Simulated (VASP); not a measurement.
Runs of VASP 6.6.1 on Be. The structure is tetragonal, space group P4/mmm (No. 123). The conventional cell has a = 2.021 Å, b = 2.021 Å, c = 2.662 Å, α = 90.00°, β = 90.00°, γ = 90.00°. Be (site symmetry 4/mmm) has 4 Be at 2.02 Å as nearest neighbours. The cell was built by a generator and needn't be a form met in nature.

| task | level | potentials or basis | cell | other keys | gap on the mesh (eV) | pressure (GPa) | relaxed volume (Å³/atom) |
| --- | --- | --- | --- | --- | --- | --- | --- |
| relaxation of cell and atoms | AM05 | VASP PAW PBE potentials, release 64 (Be) | relaxed | - | none | 0.0 | 10.62 |
| relaxation of cell and atoms | rev-vdW-DF2 | VASP PAW PBE potentials, release 64 (Be) | relaxed | - | none | 0.1 | (b) |
| relaxation of cell and atoms | optB88-vdW | VASP PAW PBE potentials, release 64 (Be) | relaxed | - | none | -0.1 | 11.31 |
| relaxation of shape and atoms at fixed volume | LDA | VASP PAW LDA potentials, release 64 (Be) | relaxed at fixed volume | ISIF = 4; PREC = High | none | -2.5 | - |
| relaxation of cell and atoms | PW91 | VASP PAW PBE potentials, release 64 (Be) | relaxed | - | none | 0.0 | 10.99 |
| relaxation of cell and atoms | BLYP | VASP PAW PBE potentials, release 64 (Be) | relaxed | - | none | 0.0 | 12.15 |
| relaxation of cell and atoms | vdW-DF-cx | VASP PAW PBE potentials, release 64 (Be) | relaxed | - | none | 0.0 | 11.13 |
| relaxation of cell and atoms | revPBE | VASP PAW PBE potentials, release 64 (Be) | relaxed | - | none | 0.0 | 11.14 |
| relaxation of cell and atoms | RPBE | VASP PAW PBE potentials, release 64 (Be) | relaxed | - | none | 0.0 | 11.18 |
| relaxation of cell and atoms | LDA | VASP PAW LDA potentials, release 64 (Be) | relaxed | - | none | 0.0 | 10.41 |
| relaxation of cell and atoms | PBE | VASP PAW PBE potentials, release 64 (Be) | relaxed | - | none | 0.1 | 10.89 |
| relaxation of cell and atoms | PBEsol | VASP PAW PBE potentials, release 64 (Be) | relaxed | - | none | 0.0 | (a) |

Alike in all rows: no spin polarisation; k mesh 13 × 13 × 10; cutoff (eV) 600; smearing fermi-dirac 0.05 eV.

**Question.** Estimate the missing entries.

**Answer.** (a) 10.73; (b) 10.97.

Caveats: the PAW data sets were made with another functional, which shifts forces and pressure a little (some runs).

A gap of «none» marks a metal or a gap under the smearing width.
